**Question: Can I estimate a bulk modulus with a pocket calculator?**

I have these calculated bulk moduli in front of me and want to understand them well enough to estimate such a number myself, to perhaps ten percent.

ABINIT 10.8.3, plane-wave DFT for elemental solids with the LDA-Teter functional, Fermi-Dirac smearing of 0.05 eV and no spin polarisation, spin-orbit coupling or dispersion correction. Equilibrium volume, bulk modulus and its pressure derivative (slope) come from a fit to energies at seven volumes with fixed cell shape; shortest distances are for the cell as given.

```
       system                            potentials  wave cutoff  space group  shortest distance (Å)    k-mesh  equilibrium volume (Å³/atom)  bulk modulus (GPa)  bulk modulus slope
   Sn (Fd-3m)                   JTH PAW LDA v2.0 sp       408 eV        Fd-3m                   2.80     7x7x7                         34.06                44.5               5.170
   Al (Fm-3m)                      JTH PAW LDA v2.0       544 eV        Fm-3m                   2.86  11x11x11                         15.84                85.2               4.620
   Si (Fd-3m)                      JTH PAW LDA v2.0       408 eV        Fd-3m                   2.36     8x8x8                         19.72                96.5               4.320
   Cu (Fm-3m)                      JTH PAW LDA v2.0       544 eV        Fm-3m                   2.56  13x13x13                         10.91               189.5               5.120
Ru (P6_3/mmc)                      JTH PAW LDA v2.0       408 eV     P6_3/mmc                   2.65   11x11x6                         13.09               362.6               4.800
    C (Fd-3m)  PseudoDojo NC SR LDA v0.4.1 standard      1116 eV        Fd-3m                   1.54  13x13x13                          5.54               464.5               3.660
 C (P6_3/mmc)                      JTH PAW LDA v2.0       544 eV     P6_3/mmc                   1.54   12x12x7                          5.52               468.4               3.660
```

My first idea was that tightly packed atoms make a stiff solid. That suits carbon, silicon and tin. But an aluminium atom takes up less room than a silicon atom, and aluminium is the softer of the two. Is there a simple rule that covers both, and when should I stop trusting it?

**Answer**

Count electrons per volume instead of atoms per volume. Let $V$ be the equilibrium volume per atom in Å³ and $Z$ the number of outer electrons per atom, which is four for carbon, silicon and tin and three for aluminium. The bulk modulus $B$, the resistance to uniform compression, is then roughly

$$B \approx 770\,\left(\frac{Z}{V}\right)^{4/3}\ \text{GPa}.$$

The power 4/3 comes from a physical argument given below. The one constant was fitted to the three cubic solids with tetrahedral bonding (diamond, silicon and tin) and then rounded. Aluminium had no part in the fit.

**Two estimates in full**

Silicon has four outer electrons in 19.72 Å³. To raise a number to the power 4/3, multiply it by its own cube root:

$$\frac{4}{19.72}=0.203,\qquad 0.203\times\sqrt[3]{0.203}=0.119,\qquad 770\times0.119\approx 92\ \text{GPa}.$$

The calculation gives 96.5 GPa, so the estimate is about 5% low. Silicon was one of the fitted rows, and agreement of this size is what the fit should deliver.

Aluminium is the more telling case:

$$\frac{3}{15.84}=0.1894,\qquad 0.1894\times\sqrt[3]{0.1894}=0.1088,\qquad 770\times0.1088\approx 84\ \text{GPa}.$$

The calculated value is 85.2 GPa. This also explains most of your puzzle. Aluminium atoms are packed more tightly than silicon atoms, but each brings one electron fewer, and the electron density ends up slightly lower than in silicon. The two estimates differ by little more than the rule's own errors, so the rule explains why the two moduli are close, but it could not guarantee their order. The modulus follows the electron density, although one solid is a close-packed metal and the other has directed covalent bonds.

**Why crowded electrons make a stiff solid**

A bulk modulus has the unit of an energy per volume, and the energy in question is that of the bonding electrons. If there are $n=Z/V$ of them per volume, their typical spacing $r$ is proportional to $n^{-1/3}$. Their electrostatic attraction to the ions is then of order $e^2/r$ per electron, where $e$ is the elementary charge in Gaussian units. Multiplying by the number of electrons per volume gives $e^2n^{4/3}$.

A solid at rest also has a repulsion that balances this attraction. It comes from the kinetic energy of confined electrons and from the ion cores, which the outer electrons must avoid. Write the energy per electron as

$$\varepsilon(r)=-\frac{C}{r}+\frac{D}{r^m},$$

where $C$ and $D$ set the strengths of attraction and repulsion, and $m$ says how steeply the repulsion rises. At equilibrium the two forces cancel, which fixes $D$. For solids that differ in $D$ but share $C$ and $m$, the curvature of the energy then gives

$$B=\frac{m-1}{9}\,\frac{C\,n}{r}\ \propto\ n^{4/3}.$$

The size of the constant is reasonable too. In these units $e^2$ is about 14 eV Å, and 1 eV/Å³ is about 160 GPa, so $e^2n^{4/3}$ alone would carry a factor of roughly 2000. The fitted constant is a few tenths of that, as one may expect when attraction and repulsion partly offset each other.

The balance matters. If you kept only the kinetic pressure of free electrons, the power would be 5/3. The constant needed to match the five rows without d electrons in their outer shell would then vary by a factor of two, whereas with 4/3 it varies by 13%.

**Following the rule from silicon to diamond**

Diamond has the same four electrons per atom and the same bonding pattern as silicon, but less than a third of the volume. The rule therefore makes it more than five times as stiff. The calculated ratio is a little smaller, 464.5 to 96.5 GPa, or 4.8. The reason for the large difference is still plain: carbon has a very small core, so its bonding electrons can sit close to the ions and to each other.

The small excess shows that 4/3 is a compromise. Between diamond and silicon the calculated moduli follow a power of about 1.24, and between silicon and tin one of about 1.42. No single power describes both steps exactly.

The table also shows that $m$ is not the same for all these solids. The bulk modulus slope, $B'$, tells how fast $B$ grows with pressure, and in the simple energy curve above $B'=(m+7)/3$. That would require $m\approx4$ for diamond but $m\approx8.5$ for tin. The factor $m-1$ then more than doubles from diamond to tin, and $C$ would have to fall in turn to keep the prefactor steady. The simple argument doesn't say why it should. It motivates the form of the rule, while the near-constancy of the prefactor is an empirical finding.

**How accurate is it?**

For carbon, silicon, tin and aluminium the estimates lie within about 7% of the calculated moduli. Aluminium is the only real test among them, since the second carbon row is hexagonal diamond, a close relative of a fitted solid. One such row is a thin test, so expect larger errors for some other solids. These errors are relative to density-functional values for a lattice without thermal or zero-point motion, and agreement with experiment is a separate matter. The output below this answer lists the estimate for each row.

You do need the volume beforehand. It follows from the density and the atomic mass, and an error of 1% in it changes the estimate by only about 1.3%.

**Where it breaks: d electrons**

Copper shows the first limit. Should you count its single s electron, or the ten d electrons as well? With one electron the rule gives about 32 GPa, and with eleven about 780 GPa. The table has 189.5 GPa, a value extrapolated from larger volumes and therefore good only for a coarse comparison, but both estimates are clearly far off.

The trouble is that the rule counts electrons without asking what they do. In a transition metal the lower d states are bonding and the upper ones antibonding. Copper has filled both kinds, so most of the d bonding cancels, and its many d electrons add much less stiffness than their number suggests. This is standard band theory; the table itself contains only the resulting moduli.

Ruthenium has a partly filled d band, in which bonding states outweigh antibonding ones. It is much stiffer than copper although its atoms are larger. With all eight outer electrons the rule even comes within about 10% of its modulus. Don't take that as support, because the same way of counting is wrong by a factor of four for copper. For transition metals, ask first how full the d band is: in the second and third transition series stiffness is greatest near the middle and falls towards the end, while magnetism blurs this pattern in the first.

**Where it breaks: squeezing one solid**

The second limit is easier to overlook. The rule compares different solids, each at its own equilibrium volume. It doesn't describe what happens when you compress one of them.

Suppose silicon is squeezed by 1% in volume. The rule would raise its modulus by 1.3%, but the calculated slope of 4.32 means a rise of about 4.3%. At equilibrium the repulsion just balances the attraction. Under compression the steeper repulsion takes over, and the solid stiffens much faster than a comparison between relaxed solids suggests.

So for an element whose atoms are bound strongly in all directions by s and p electrons, take the relaxed volume, count the outer electrons and apply the power 4/3. Leave out layered and molecular solids such as graphite or solid argon: weak forces between their layers, molecules or atoms make them far softer than the electron count suggests. Leave out ionic crystals such as rock salt as well: most of their outer electrons sit in closed shells on the negative ions and add less stiffness than their number suggests. The table has no row of either kind. For the same solid under pressure, start from that estimate and use $B'$ for the change.

Numerical output:

```
fit of lk on 3 rows (dia): constant 6.641 +/- 0.035; rms 0.0501, worst C (Fd-3m) 0.0658, leave-one-out rms 0.0751
  rows outside the fit (model, value, miss): Al (Fm-3m) 6.641, 6.664, -0.0225; Cu (Fm-3m) 6.641, 5.233, 1.41; Ru (P6_3/mmc) 6.641, 6.55, 0.0912; C (P6_3/mmc) 6.641, 6.579, 0.0623
Fitted constant K from the three cubic tetrahedral rows (GPa with density per cubic angstrom): 765.9
Rule with K rounded to 770:
            row  electrons per cubic angstrom  density to the power 4/3  estimate in GPa  miss in percent
     Sn (Fd-3m)                        0.1174                   0.05751            44.28          -0.4859
     Al (Fm-3m)                        0.1894                    0.1088            83.75           -1.703
     Si (Fd-3m)                        0.2028                    0.1192            91.77           -4.903
     Cu (Fm-3m)                         1.008                     1.011            778.5            310.8
  Ru (P6_3/mmc)                        0.6112                    0.5186            399.4            10.14
      C (Fd-3m)                         0.722                    0.6477            498.8            7.376
   C (P6_3/mmc)                        0.7246                    0.6509            501.2            6.996
Largest miss on the five sp rows (percent): 7.376
Largest over smallest constant on sp rows with power 4/3: 1.129
Largest over smallest constant on sp rows with free-electron power 5/3: 1.977
Largest over smallest constant on sp rows with power 7/6: 1.26
Largest over smallest constant on sp rows with volume alone: 1.517
Power of density between C and Si: 1.238
Power of density between Si and Sn: 1.416
Constant for diamond structures with B as constant over bond length to the fourth (GPa angstrom^4): 2750
Cu estimate with one s electron (GPa): 31.82
Cu estimate with eleven electrons over computed value: 4.108
Ru estimate with one s electron (GPa): 24.96
Rise of B for 1 percent smaller volume by the rule (percent): 1.333
Rise of B for Si compressed by 1 percent from its slope (percent): 4.32
Repulsion power m implied by the slope for diamond: 3.98
Repulsion power m implied by the slope for Sn: 8.51
```
